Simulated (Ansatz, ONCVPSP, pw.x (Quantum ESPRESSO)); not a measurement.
What a changed setting does to a pw.x run (fcc Zn)

Potential: optimised norm-conserving Vanderbilt (ONCV), ONCVPSP 4.0.1.1 (patched build), PBE; core [Ar], reference 3d10 4s1.5 4p0.5; waves: 4s: rc 1.75 bohr, ncon 4, nbas 7, qcut 3.7 1/bohr, 2 projectors, debl 2.3 Ha; 4p: rc 2.30 bohr, ncon 4, nbas 9, qcut 3.7 1/bohr, 3 projectors, debl 3.3 Ha; 3d: rc 1.72 bohr, ncon 4, nbas 8, qcut 11.8 1/bohr, 1 projector; local part: polynomial inside 1.05 bohr (lpopt 4, dvloc0 4 Ha); core correction: Teter function, fcfact 1.75, rcfact 1.75.

The reference run (k-mesh 14³, cutoffs 120/480 Ry, Fermi–Dirac 0.01 Ry, mixing_beta 0.4, conv_thr 1e-9, no spin) gives 0.37 GPa at 15.241 Å³/atom, where all-electron LAPW gives -0.27 GPa. This run, with its own iteration cap, changes degauss to 0.02.

```
&control
  calculation='scf', prefix='x', pseudo_dir='./', outdir='./tmp', tstress=.true., disk_io='none'
/
&system
  ibrav=0, nat=1, ntyp=1, ecutwfc=120, ecutrho=480, nbnd=14,
  occupations='smearing', smearing='fd', degauss=0.02
/
&electrons
  conv_thr=1e-09, mixing_beta=0.4, electron_maxstep=60
/
ATOMIC_SPECIES
Zn 1.0 Zn.UPF
CELL_PARAMETERS angstrom
  0.00000000 1.96786132 1.96786132
  1.96786132 0.00000000 1.96786132
  1.96786132 1.96786132 0.00000000
ATOMIC_POSITIONS crystal
Zn 0.0000 0.0000 0.0000
K_POINTS automatic
14 14 14 0 0 0
```

```bash
pw.x < Zn.scf.in > Zn.scf.out
```

Problem. How does the run end?

Solution. It converges in 8 iterations; the free energy moves by -25.4 meV/atom and the pressure by +0.13 GPa. In a metal, with Fermi–Dirac smearing, F lies below its zero-width value by a term in the square of the width.

```
Message from routine setup:
     using ibrav=0 with symmetry is DISCOURAGED, use correct ibrav instead
     lattice parameter (alat)  =       5.2591  a.u.
     unit-cell volume          =     102.8514 (a.u.)^3
     number of electrons       =        12.00
     number of Kohn-Sham states=           14
     kinetic-energy cutoff     =     120.0000  Ry
     charge density cutoff     =     480.0000  Ry
     scf convergence threshold =      1.0E-09
     Exchange-correlation= PBE
     number of k points=   104  Fermi-Dirac smearing, width (Ry)=  0.0200
     iteration #  1     ecut=   120.00 Ry     beta= 0.40
     total energy              =    -126.63946094 Ry
     estimated scf accuracy    <       0.03989319 Ry
     iteration #  2     ecut=   120.00 Ry     beta= 0.40
     total energy              =    -126.64771384 Ry
     estimated scf accuracy    <       0.00086684 Ry
     iteration #  3     ecut=   120.00 Ry     beta= 0.40
     total energy              =    -126.64770623 Ry
     estimated scf accuracy    <       0.00030933 Ry
     [... 2 iterations left out ...]
     iteration #  6     ecut=   120.00 Ry     beta= 0.40
     total energy              =    -126.64771571 Ry
     estimated scf accuracy    <       0.00000039 Ry
     iteration #  7     ecut=   120.00 Ry     beta= 0.40
     total energy              =    -126.64771576 Ry
     estimated scf accuracy    <          3.8E-09 Ry
     iteration #  8     ecut=   120.00 Ry     beta= 0.40
     the Fermi energy is    11.6408 ev
!    total energy              =    -126.64771577 Ry
     estimated scf accuracy    <          6.1E-11 Ry
     smearing contrib. (-TS)   =      -0.00522661 Ry
     The total energy is F=E-TS. E is the sum of the following terms:
     one-electron contribution =     -41.40408750 Ry
     hartree contribution      =      35.52948318 Ry
     xc contribution           =     -31.99804928 Ry
     ewald contribution        =     -88.76983556 Ry
     convergence has been achieved in   8 iterations
          total   stress  (Ry/bohr**3)                   (kbar)     P=        4.99
     Message from routine punch:
     Nothing written, as per user request (disk_io='none')
```

The run took about 86 s on one core of a shared host (Neoverse-N1, 64 threads, 124 GiB, load 50).
